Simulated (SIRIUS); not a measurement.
# Ir (P6_3/mmc) in SIRIUS: equation of state, part 3 of 3

SIRIUS 7.12.0. Earlier steps stand in the parts before.

### Step 7. Equation of state, PBE, 15.50 Å³/atom (volume scaled by 1.06)

The input, sirius.json:

```json
{
  "control": {
    "processing_unit": "cpu",
    "std_evp_solver_name": "lapack",
    "gen_evp_solver_name": "lapack",
    "verbosity": 2,
    "print_forces": false,
    "ortho_rf": true,
    "use_second_variation": true,
    "rmt_max": 3.0,
    "num_bands_to_print": 24,
    "save_wf": true
  },
  "parameters": {
    "electronic_structure_method": "full_potential_lapwlo",
    "xc_functionals": ["XC_GGA_X_PBE", "XC_GGA_C_PBE"],
    "core_relativity": "dirac",
    "valence_relativity": "iora",
    "num_fv_states": 42,
    "smearing": "fermi_dirac",
    "smearing_width": 0.0018374661,
    "pw_cutoff": 20,
    "gk_cutoff": 3.69,
    "lmax_apw": 11,
    "lmax_rho": 8,
    "lmax_pot": 8,
    "num_mag_dims": 0,
    "auto_rmt": 0,
    "ngridk": [11, 11, 6],
    "shiftk": [0, 0, 0],
    "num_dft_iter": 80,
    "energy_tol": 1e-07,
    "density_tol": 1e-05,
    "use_symmetry": true
  },
  "settings": {"tol_ne": 1e-10},
  "iterative_solver": {"type": "exact"},
  "mixer": {"type": "anderson", "beta": 0.5, "max_history": 8},
  "unit_cell": {
    "lattice_vectors": [[5.3013246279, 0.0, 0.0], [-2.6506623139, 4.5910818014, 0.0], [0.0, 0.0, 8.5978912312]],
    "atom_types": ["Ir"],
    "atom_files": {"Ir": "Ir.json"},
    "atoms": {"Ir": [[0.3333333333, 0.6666666667, 0.25], [0.6666666667, 0.3333333333, 0.75]]}
  }
}
```

The input, Ir.json:

```json
{
  "name": "iridium",
  "symbol": "Ir",
  "number": 77,
  "mass": 192.217,
  "rmin": 1e-06,
  "rmt": 2.49,
  "nrmt": 800,
  "rinf": 13.6,
  "core": "1s2s2p3s3p3d4s4p4d",
  "valence": [
    {"basis": [{"enu": 0.25, "dme": 0, "n": 0, "auto": 0}, {"enu": 0.25, "dme": 1, "n": 0, "auto": 0}]},
    {"l": 0, "n": 1, "basis": [{"enu": 0.35, "dme": 0, "n": 0, "auto": 0}]},
    {"l": 1, "n": 2, "basis": [{"enu": 0.35, "dme": 0, "n": 0, "auto": 0}]},
    {"l": 2, "n": 3, "basis": [{"enu": 0.35, "dme": 0, "n": 0, "auto": 0}]},
    {"l": 3, "n": 4, "basis": [{"enu": 0.35, "dme": 0, "n": 0, "auto": 0}]},
    {"l": 4, "n": 5, "basis": [{"enu": 0.35, "dme": 0, "n": 0, "auto": 0}]}
  ],
  "lo": [
    {"l": 0, "basis": [{"enu": 0.35, "dme": 0, "n": 0, "auto": 0}, {"enu": 0.35, "dme": 1, "n": 0, "auto": 0}]},
    {
      "l": 0,
      "basis": [{"enu": -3.0041, "dme": 0, "n": 5, "auto": 1}, {"enu": -3.0041, "dme": 1, "n": 5, "auto": 1}]
    },
    {
      "l": 0,
      "basis": [{"enu": -3.0041, "dme": 1, "n": 5, "auto": 1}, {"enu": 0.35, "dme": 0, "n": 0, "auto": 0}]
    },
    {"l": 0, "basis": [{"enu": 0.35, "dme": 0, "n": 0, "auto": 0}, {"enu": 2.9306, "dme": 0, "n": 0, "auto": 0}]},
    {"l": 1, "basis": [{"enu": 0.35, "dme": 0, "n": 0, "auto": 0}, {"enu": 0.35, "dme": 1, "n": 0, "auto": 0}]},
    {
      "l": 1,
      "basis": [{"enu": -1.4221, "dme": 0, "n": 5, "auto": 1}, {"enu": -1.4221, "dme": 1, "n": 5, "auto": 1}]
    },
    {
      "l": 1,
      "basis": [{"enu": -1.4221, "dme": 1, "n": 5, "auto": 1}, {"enu": 0.35, "dme": 0, "n": 0, "auto": 0}]
    },
    {"l": 1, "basis": [{"enu": 0.35, "dme": 0, "n": 0, "auto": 0}, {"enu": 3.3177, "dme": 0, "n": 0, "auto": 0}]},
    {"l": 2, "basis": [{"enu": 0.35, "dme": 0, "n": 0, "auto": 0}, {"enu": 0.35, "dme": 1, "n": 0, "auto": 0}]},
    {"l": 2, "basis": [{"enu": 0.35, "dme": 1, "n": 0, "auto": 0}, {"enu": 0.35, "dme": 2, "n": 0, "auto": 0}]},
    {"l": 2, "basis": [{"enu": 0.35, "dme": 0, "n": 0, "auto": 0}, {"enu": 2.8661, "dme": 0, "n": 0, "auto": 0}]},
    {"l": 3, "basis": [{"enu": 0.35, "dme": 0, "n": 0, "auto": 0}, {"enu": 0.35, "dme": 1, "n": 0, "auto": 0}]},
    {
      "l": 3,
      "basis": [{"enu": -1.7196, "dme": 0, "n": 4, "auto": 1}, {"enu": -1.7196, "dme": 1, "n": 4, "auto": 1}]
    },
    {
      "l": 3,
      "basis": [{"enu": -1.7196, "dme": 1, "n": 4, "auto": 1}, {"enu": 0.35, "dme": 0, "n": 0, "auto": 0}]
    },
    {"l": 3, "basis": [{"enu": 0.35, "dme": 0, "n": 0, "auto": 0}, {"enu": 4.0919, "dme": 0, "n": 0, "auto": 0}]},
    {"l": 4, "basis": [{"enu": 0.35, "dme": 0, "n": 0, "auto": 0}, {"enu": 0.35, "dme": 1, "n": 0, "auto": 0}]},
    {"l": 4, "basis": [{"enu": 0.35, "dme": 0, "n": 0, "auto": 0}, {"enu": 3.4467, "dme": 0, "n": 0, "auto": 0}]}
  ],
  "free_atom": [... radial grid and density of the free atom, the start of the SCF ...]
}
```

The input, sirius_start.json:

```json
{
  "control": {
    "processing_unit": "cpu",
    "std_evp_solver_name": "lapack",
    "gen_evp_solver_name": "lapack",
    "verbosity": 1,
    "print_forces": false,
    "ortho_rf": true,
    "use_second_variation": true,
    "rmt_max": 3.0,
    "num_bands_to_print": 24,
    "save_wf": false
  },
  "parameters": {
    "electronic_structure_method": "full_potential_lapwlo",
    "xc_functionals": ["XC_LDA_X", "XC_LDA_C_PW"],
    "core_relativity": "dirac",
    "valence_relativity": "iora",
    "num_fv_states": 42,
    "smearing": "fermi_dirac",
    "smearing_width": 0.0055123983,
    "pw_cutoff": 20,
    "gk_cutoff": 2.96,
    "lmax_apw": 11,
    "lmax_rho": 8,
    "lmax_pot": 8,
    "num_mag_dims": 0,
    "auto_rmt": 0,
    "ngridk": [4, 4, 2],
    "shiftk": [0, 0, 0],
    "num_dft_iter": 30,
    "energy_tol": 0.01,
    "density_tol": 0.05,
    "use_symmetry": true
  },
  "settings": {"tol_ne": 1e-10},
  "iterative_solver": {"type": "exact"},
  "mixer": {"type": "anderson", "beta": 0.5, "max_history": 8},
  "unit_cell": {
    "lattice_vectors": [[5.3013246279, 0.0, 0.0], [-2.6506623139, 4.5910818014, 0.0], [0.0, 0.0, 8.5978912312]],
    "atom_types": ["Ir"],
    "atom_files": {"Ir": "Ir.json"},
    "atoms": {"Ir": [[0.3333333333, 0.6666666667, 0.25], [0.6666666667, 0.3333333333, 0.75]]}
  }
}
```

Run with:

```console
$ OMP_NUM_THREADS=1 sirius.scf --input=sirius_start.json --output=start.json
$ OMP_NUM_THREADS=1 sirius.scf --input=sirius.json --output=output.json --task=1
```

Run time: 82 s. Hardware: 1 thread of Arm Neoverse V1, shared host; peak memory 0.54 GiB.

It converged, with:

```
Free energy                                       : -971889.0206 eV
Band gap on the k mesh                            : none (metal or under the smearing width)
All electrons inside the program's atomic spheres : Ir 75.32 (radii Ir 2.49 bohr)
```

### Step 8. Equation of state, PBE

Potentials or basis: all-electron FP-LAPW, apw+lo standard.

No new run: the results of the series are fitted here.

Results:

- Equilibrium volume: 14.57 Å³/atom
- Bulk modulus at fixed shape and positions: 344 GPa
- Pressure derivative of the bulk modulus: 5.3

Energy against volume, from the lowest point:
```
volume (Å³/atom)  energy (meV/atom)
          13.749              55.16
          14.042              21.63
          14.335               3.88
          14.627               0.00
          14.920               8.48
          15.212              27.86
          15.505              56.63
```

Caveat: the cell was scaled at fixed shape and fractional positions, which overstates the stiffness of a crystal with free parameters, most of all of layers and chains. The run has no spin-orbit coupling, so splittings on Ir are missing.
